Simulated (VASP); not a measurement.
# SnSe (Pnma) in VASP: further runs, part 3 of 3

VASP 6.6.1. Earlier steps stand in the parts before.

## 5. Relaxation of cell and atoms, PBE+D3(BJ)

This run uses another cell than the first one, of 26.23 Å³/atom, 0.932 times its volume.

File INCAR:

```
SYSTEM = SnSe
PREC = Accurate ; ENCUT = 600
EDIFF = 1E-7 ; ISMEAR = 0
SIGMA = 0.03 ; LREAL = .FALSE.
LASPH = .TRUE. ; NELM = 80
ALGO = Normal ; ISIF = 3
LWAVE = .FALSE. ; LCHARG = .FALSE.
GGA = PE ; IVDW = 12
IBRION = 2 ; NSW = 90
EDIFFG = -0.005 ; KPAR = 4
```

File KPOINTS:

```
Automatic mesh
0
G
  4 8 8
  0 0 0
```

File POSCAR:

```
SnSe                                    
1.0
   11.4951243201      0.0000000000      0.0000000000
    0.0000000000      4.1770248273      0.0000000000
    0.0000000000      0.0000000000      4.3703652417
  Sn              Se            
     4     4
Direct
     0.1183530214164919    0.2500000000000000    0.0892349020362336
     0.3816469785835080    0.7500000000000000    0.5892349020362334
     0.6183530214164918    0.2500000000000000    0.4107650979637663
     0.8816469785835082    0.7500000000000000    0.9107650979637666
     0.3573219282559450    0.2500000000000000    0.0205160869027487
     0.1426780717440551    0.7500000000000000    0.5205160869027488
     0.8573219282559448    0.2500000000000000    0.4794839130972512
     0.6426780717440552    0.7500000000000000    0.9794839130972512
```

Potentials or basis: VASP PAW PBE potentials, release 64 (Sn_d, Se).

The run is started by

```
> cat potpaw_PBE.64/Sn_d/POTCAR potpaw_PBE.64/Se/POTCAR > POTCAR
> mpirun -np 4 vasp_std > vasp.out
```

OUTCAR:

```text
SYSTEM = SnSe
   PREC = Accurate
   ENCUT = 600
   EDIFF = 1E-7
   ISMEAR = 0
   LREAL = .FALSE.
   LASPH = .TRUE.
   NELM = 80
   ISIF = 3
   GGA = PE
   IVDW = 12
   IBRION = 2
   NSW = 90
   EDIFFG = -0.005
 IVDW          = 12

 ion  position               nearest neighbor table
   1  0.118  0.250  0.089-   5 2.76   6 2.83   6 2.83   6 3.26   6 3.26   4 3.52   4 3.52
   2  0.382  0.750  0.589-   6 2.76   5 2.83   5 2.83   5 3.26   5 3.26   3 3.52   3 3.52
   3  0.618  0.250  0.411-   7 2.76   8 2.83   8 2.83   8 3.26   8 3.26   2 3.52   2 3.52
   4  0.882  0.750  0.911-   8 2.76   7 2.83   7 2.83   7 3.26   7 3.26   1 3.52   1 3.52
   5  0.357  0.250  0.021-   1 2.76   2 2.83   2 2.83   2 3.26   2 3.26
   6  0.143  0.750  0.521-   2 2.76   1 2.83   1 2.83   1 3.26   1 3.26
   7  0.857  0.250  0.479-   3 2.76   4 2.83   4 2.83   4 3.26   4 3.26
   8  0.643  0.750  0.979-   4 2.76   3 2.83   3 2.83   3 3.26   3 3.26

  LATTYP: Found a simple orthorhombic cell.
 ALAT       =     4.1770248273
 B/A-ratio  =     1.0462866328
 C/A-ratio  =     2.7519885075

  Lattice vectors:

 A1 = (   0.0000000000,   4.1770248273,   0.0000000000)
 A2 = (   0.0000000000,   0.0000000000,   4.3703652417)
 A3 = (  11.4951243201,   0.0000000000,   0.0000000000)

Analysis of symmetry for initial positions (statically):
=====================================================================
 Subroutine PRICEL returns:
 Original cell was already a primitive cell.

 Routine SETGRP: Setting up the symmetry group for a
 simple orthorhombic supercell.

[... 184 lines left out ...]

------------------------ aborting loop because EDIFF is reached ----------------------------------------

 Edisp (eV)   -2.94938

 E8    (eV) :    -1.3304
[... 123 lines left out ...]
  FREE ENERGIE OF THE ION-ELECTRON SYSTEM (eV)
  ---------------------------------------------------
  free  energy   TOTEN  =       -35.7312523659 eV

  energy  without entropy=      -35.7312523659  energy(sigma->0) =      -35.73125237

[... ionic steps 4 to 17 ...]

--------------------------------------- Ionic step       18  -------------------------------------------

 number of electron      79.9999980 magnetization

------------------------ aborting loop because EDIFF is reached ----------------------------------------
[... 87 lines left out ...]
--------------------------------------- Ionic step       20  -------------------------------------------

 number of electron      79.9999981 magnetization

 Free energy of the ion-electron system (eV)
  ---------------------------------------------------
  ext. energy  EPLUGINS =         0.00000000
  ---------------------------------------------------
  free energy    TOTEN  =       -32.78268788 eV

  energy without entropy =      -32.78268788  energy(sigma->0) =      -32.78268788

 E-fermi :   5.8192     XC(G=0):  -9.7959

 val. band max:        5.6511005672   @ k =   0.0000   0.0000   0.3750
 cond. band min:       6.1948722953   @ k =   0.0000   0.0000   0.0000
 fundamental gap:      0.5437717281
 Fermi energy:         5.8191671227

 k-point     1 :       0.0000    0.0000    0.0000
  band No.  band energies     occupation
      1     -15.7360      2.00000
      2     -15.7250      2.00000
      3     -15.7221      2.00000
      4     -15.7200      2.00000
      5     -15.7179      2.00000
      6     -15.7144      2.00000
[... 1213 lines left out ...]
     47       8.9174      0.00000
     48       8.9174      0.00000

 [... further k-points ...]

------------------------ aborting loop because EDIFF is reached ----------------------------------------

 Edisp (eV)   -2.94889

 E8    (eV) :    -1.3302
[... 31 lines left out ...]
  FREE ENERGIE OF THE ION-ELECTRON SYSTEM (eV)
  ---------------------------------------------------
  free  energy   TOTEN  =       -35.7315765348 eV

  energy  without entropy=      -35.7315765348  energy(sigma->0) =      -35.73157653

 reached required accuracy - stopping structural energy minimisation
```

OSZICAR:

```text
N       E                     dE             d eps       ncg     rms          rms(c)
DAV:   1     0.930467534705E+03    0.93047E+03   -0.39951E+04  7760   0.236E+03
DAV:   2     0.129458629045E+03   -0.80101E+03   -0.77864E+03  7200   0.679E+02
[... 168 lines left out ...]
DAV:   2    -0.327826965700E+02   -0.45902E-04   -0.63785E-04 10528   0.186E-01    0.199E-02
DAV:   3    -0.327826911769E+02    0.53931E-05   -0.11733E-05 10096   0.244E-02    0.132E-02
DAV:   4    -0.327826878632E+02    0.33136E-05   -0.40973E-06  9840   0.250E-02    0.155E-03
DAV:   5    -0.327826880464E+02   -0.18321E-06   -0.35500E-06  7720   0.153E-02    0.116E-03
DAV:   6    -0.327826879261E+02    0.12036E-06   -0.88426E-08  4112   0.272E-03    0.738E-04
DAV:   7    -0.327826878778E+02    0.48254E-07   -0.33036E-08  3872   0.127E-03
  20 F= -.35731577E+02 E0= -.35731577E+02  d E =-.201999E-04
```

Run time: 22 min. Hardware: 4 MPI ranks of Intel Xeon 6975P-C (Granite Rapids), shared host; peak memory 0.89 GiB.

Results:

```yaml
Free_energy: -35.7316 eV
Relaxed_volume: 26.24 Å³/atom
Relaxed_cell: a = 11.486 Å, b = 4.172 Å, c = 4.380 Å, α = 90.00°, β = 90.00°, γ = 90.00°
Space_group_after_relaxing_to_0.05_Å: Pnma (No. 62)
Energy_gained_by_relaxing: 0.0 meV/atom
Ionic_steps: 20
Pressure_after_relaxing: 0.0 GPa
Largest_force_after_relaxing: 0.004 eV/Å
Band_gap_on_the_k_mesh: 0.54 eV, indirect (least direct gap 0.82 eV)
Dispersion_energy_per_atom: -0.369 eV
```

Forces in eV/Å, atoms in the order of the input:
```
Sn   0.003  0.000  0.001
Sn  -0.003  0.000  0.001
Sn   0.003  0.000 -0.001
Sn  -0.003  0.000 -0.001
Se   0.002  0.000  0.002
Se  -0.002  0.000  0.002
Se   0.002  0.000 -0.002
Se  -0.002  0.000 -0.002
```

Step by step:
| step | energy change (eV) | largest force (eV/Å) | pressure (GPa) | volume (Å³) |
| --- | --- | --- | --- | --- |
| 1 | 0.0000 | 0.0091 | -0.01 | 209.84 |
| 2 | 0.0000 | 0.0076 | 0.00 | 209.78 |
| 3 | 0.0000 | 0.0065 | 0.02 | 209.72 |
| 4 | 0.0000 | 0.0060 | 0.01 | 209.73 |
| 5 | -0.0001 | 0.0061 | -0.01 | 209.77 |
| 6 | -0.0001 | 0.0136 | -0.04 | 209.84 |
| 7 | -0.0001 | 0.0103 | -0.03 | 209.81 |
| 8 | -0.0001 | 0.0103 | -0.03 | 209.80 |
| 9 | -0.0001 | 0.0104 | -0.02 | 209.76 |
| 10 | -0.0002 | 0.0107 | -0.01 | 209.69 |
| 11 | -0.0002 | 0.0113 | 0.02 | 209.54 |
| 12 | -0.0002 | 0.0111 | 0.01 | 209.62 |
| 13 | -0.0002 | 0.0101 | 0.02 | 209.62 |
| 14 | -0.0003 | 0.0082 | 0.02 | 209.65 |
| 15 | -0.0003 | 0.0051 | 0.03 | 209.69 |
| 16 | -0.0003 | 0.0050 | 0.03 | 209.71 |
| 17 | -0.0003 | 0.0081 | -0.03 | 209.99 |
| 18 | -0.0003 | 0.0065 | -0.01 | 209.87 |
| 19 | -0.0003 | 0.0067 | -0.01 | 209.88 |
| 20 | -0.0004 | 0.0036 | -0.01 | 209.89 |

Final structure:
```cif
data_structure
_symmetry_space_group_name_H-M 'P 1'
_symmetry_Int_Tables_number 1
_cell_length_a 11.4865
_cell_length_b 4.1722
_cell_length_c 4.3797
_cell_angle_alpha 90.000
_cell_angle_beta 90.000
_cell_angle_gamma 90.000
_cell_volume 209.89
loop_
_atom_site_label
_atom_site_type_symbol
_atom_site_fract_x
_atom_site_fract_y
_atom_site_fract_z
_atom_site_occupancy
Sn1 Sn 0.11763 0.25000 0.09317 1
Sn2 Sn 0.38237 0.75000 0.59317 1
Sn3 Sn 0.61763 0.25000 0.40683 1
Sn4 Sn 0.88237 0.75000 0.90683 1
Se1 Se 0.35703 0.25000 0.02202 1
Se2 Se 0.14297 0.75000 0.52202 1
Se3 Se 0.85703 0.25000 0.47798 1
Se4 Se 0.64297 0.75000 0.97798 1
```

Caveat: spin-orbit coupling is left out, which moves the levels of the heavy elements. A k mesh can miss the band edges.

## 6. Relaxation of cell and atoms, LDA, target pressure 1.3 GPa, at which the enthalpy is minimised

This run uses another cell than the first one, of 26.68 Å³/atom, 0.948 times its volume.

File INCAR:

```
PREC = Accurate
ENCUT = 600
EDIFF = 1E-6
ISMEAR = 0
SIGMA = 0.03
LREAL = F
LASPH = T
NELM = 80
ALGO = Normal
ISIF = 3
LWAVE = F
LCHARG = F
IBRION = 2
NSW = 90
EDIFFG = -0.01
PSTRESS = 13.0
KPAR = 2
```

File KPOINTS:

```
Automatic mesh
0
Gamma
  4 8 8
```

File POSCAR:

```
SnSe
1.0
   11.4200000000      0.0000000000      0.0000000000
    0.0000000000      4.1900000000      0.0000000000
    0.0000000000      0.0000000000      4.4600000000
Sn Se
4 4
Direct
    0.1230000000      0.2500000000      0.0910000000
    0.3770000000      0.7500000000      0.5910000000
    0.6230000000      0.2500000000      0.4090000000
    0.8770000000      0.7500000000      0.9090000000
    0.3570000000      0.2500000000      0.0160000000
    0.1430000000      0.7500000000      0.5160000000
    0.8570000000      0.2500000000      0.4840000000
    0.6430000000      0.7500000000      0.9840000000
```

Potentials or basis: VASP PAW LDA potentials, release 64 (Sn_d, Se).

The run is started by

```
> cat potpaw_LDA.64/Sn_d/POTCAR potpaw_LDA.64/Se/POTCAR > POTCAR
> mpirun -np 2 vasp_std > vasp.out
```

Run time: 64 min. Hardware: 2 MPI ranks of Intel Xeon Platinum 8259CL at 2.50GHz (Skylake/Cascade Lake), shared host; peak memory 0.8 GiB.

It converged, with:

```yaml
Free_energy: -37.9999 eV
Relaxed_volume: 24.45 Å³/atom
Relaxed_cell: a = 11.223 Å, b = 4.097 Å, c = 4.254 Å, α = 90.00°, β = 90.00°, γ = 90.00°
Space_group_after_relaxing_to_0.05_Å: Pnma (No. 62)
Energy_change_on_relaxing_the_enthalpy_is_what_falls: -12.0 meV/atom
Ionic_steps: 16
Pressure_after_relaxing: 1.3 GPa
Largest_force_after_relaxing: 0.005 eV/Å
Band_gap_on_the_k_mesh: 0.28 eV, indirect (least direct gap 0.68 eV)
```

Forces on the atoms (eV/Å):
```
Sn   0.003  0.000  0.000
Sn  -0.003  0.000  0.000
Sn   0.003  0.000  0.000
Sn  -0.003  0.000  0.000
Se  -0.003  0.000 -0.004
Se   0.003  0.000 -0.004
Se  -0.003  0.000  0.004
Se   0.003  0.000  0.004
```

The path:
| step | energy change (eV) | largest force (eV/Å) | pressure (GPa) | volume (Å³) |
| --- | --- | --- | --- | --- |
| 1 | 0.0000 | 0.1967 | -1.92 | 213.41 |
| 2 | -0.0216 | 0.4821 | 2.60 | 197.24 |
| 3 | -0.0586 | 0.4019 | 1.54 | 200.39 |
| 4 | -0.0855 | 0.2436 | 1.23 | 199.56 |
| 5 | -0.0883 | 0.1652 | 1.03 | 198.79 |
| 6 | -0.0989 | 0.0893 | 1.13 | 196.95 |
| 7 | -0.0937 | 0.0599 | 1.23 | 195.63 |
| 8 | -0.0923 | 0.0330 | 1.40 | 195.33 |
| 9 | -0.0911 | 0.0311 | 1.49 | 195.15 |
| 10 | -0.0944 | 0.0277 | 1.40 | 195.48 |
| 11 | -0.0976 | 0.0245 | 1.29 | 195.84 |
| 12 | -0.0983 | 0.0228 | 1.26 | 195.92 |
| 13 | -0.0979 | 0.0198 | 1.27 | 195.85 |
| 14 | -0.0967 | 0.0173 | 1.31 | 195.69 |
| 15 | -0.0966 | 0.0127 | 1.30 | 195.66 |
| 16 | -0.0961 | 0.0048 | 1.28 | 195.59 |

Final structure:
```
Sn Se
1.0
    11.22283    0.00000    0.00000
     0.00000    4.09684    0.00000
     0.00000    0.00000    4.25393
Sn Se
4 4
Direct
  0.11634 0.25000 0.08430
  0.38366 0.75000 0.58430
  0.61634 0.25000 0.41570
  0.88366 0.75000 0.91570
  0.35851 0.25000 0.02362
  0.14149 0.75000 0.52362
  0.85851 0.25000 0.47638
  0.64149 0.75000 0.97638
```

Levels at points of the mesh, in eV from the valence-band top:
```tsv
k point	band 38	band 39	band 40	band 41	band 42	band 43
(0.00, 0.00, 0.00)	-1.44	-0.86	-0.72	0.29	3.01	3.04
(0.50, 0.00, 0.00)	-2.15	-0.71	-0.71	2.51	2.51	2.70
(0.00, 0.50, 0.00)	-1.12	-0.61	-0.61	0.71	0.71	1.36
(0.50, 0.50, 0.00)	-0.97	-0.97	-0.97	1.35	1.35	1.35
(0.00, 0.00, 0.50)	-0.89	-0.34	-0.34	1.09	1.09	1.12
(0.50, 0.00, 0.50)	-0.52	-0.22	-0.22	0.96	0.96	1.17
(0.00, 0.50, 0.50)	-2.62	-1.74	-1.74	2.53	2.53	2.98
(0.50, 0.50, 0.50)	-1.77	-1.77	-1.77	2.23	2.23	2.23
```

Caveat: the cell is relaxed towards a set pressure, so the enthalpy falls and the energy may rise; spin-orbit coupling is left out, which moves the levels of the heavy elements.

## 7. Overview

| level | potentials or basis | cell | k mesh | cutoff (eV) | target pressure | gap on the mesh (eV) | pressure (GPa) | relaxed volume (Å³/atom) |
| --- | --- | --- | --- | --- | --- | --- | --- | --- |
| PBE | VASP PAW PBE potentials, release 64 (Sn, Se) | relaxed | 2 × 4 × 4 | 300 | - | 0.96 | 0.0 | 28.13 |
| PBE+D3(BJ) | VASP PAW PBE potentials, release 64 (Sn_d, Se) | relaxed | 4 × 8 × 8 | 600 | - | 0.54 | 0.0 | 26.24 |
| LDA | VASP PAW LDA potentials, release 64 (Sn_d, Se) | relaxed to 1.3 GPa | 4 × 8 × 8 | 600 | 1.3 GPa | 0.28 | 1.3 | - |

Alike in all rows: task relaxation of cell and atoms; no spin polarisation; smearing gaussian 0.03 eV.

Caveats: spin-orbit coupling is left out, which moves the levels of the heavy elements; this functional lacks dispersion, which binds the layers, so the pressure and a relaxed spacing across them are unreliable (some runs); the cell is relaxed towards a set pressure, so the enthalpy falls and the energy may rise (some runs).

Total energies depend on the potentials used, so only differences within one code and one set of settings carry meaning.
